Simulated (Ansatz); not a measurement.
**BN (Cm) at 2 levels of theory**

One geometry, relaxed with PBE; plane waves with PAW potentials in Ansatz, scalar-relativistic. No spin polarisation. Gaps are the least over mesh and band path; pressure is positive in compression.

Space group Cm (No. 8). a = 4.351 Å, b = 2.512 Å, c = 4.415 Å, α = 90.00°, β = 108.87°, γ = 90.00°
```
atom  site  symmetry       x       y       z
   B    2a         m  0.4996  0.5000  0.9987
   N    2a         m  0.3329  0.0000  0.9986
```

| level | cutoff (eV) | k mesh | gap (eV) | pressure (GPa) |
| --- | --- | --- | --- | --- |
| PBE | 420 | 10×10×6 | 4.39 | 0.0 |

**Question.** What comes out on the same cell with r2SCAN?

**Answer.**
```tsv
level	cutoff (eV)	k mesh	gap (eV)	pressure (GPa)
r2SCAN	500	10×10×6	4.64	-3.0
```

The cell holds layers, chains or molecules and no dispersion correction was added, so their binding is poorly described.

It comes from a database structure that was distorted and then relaxed.
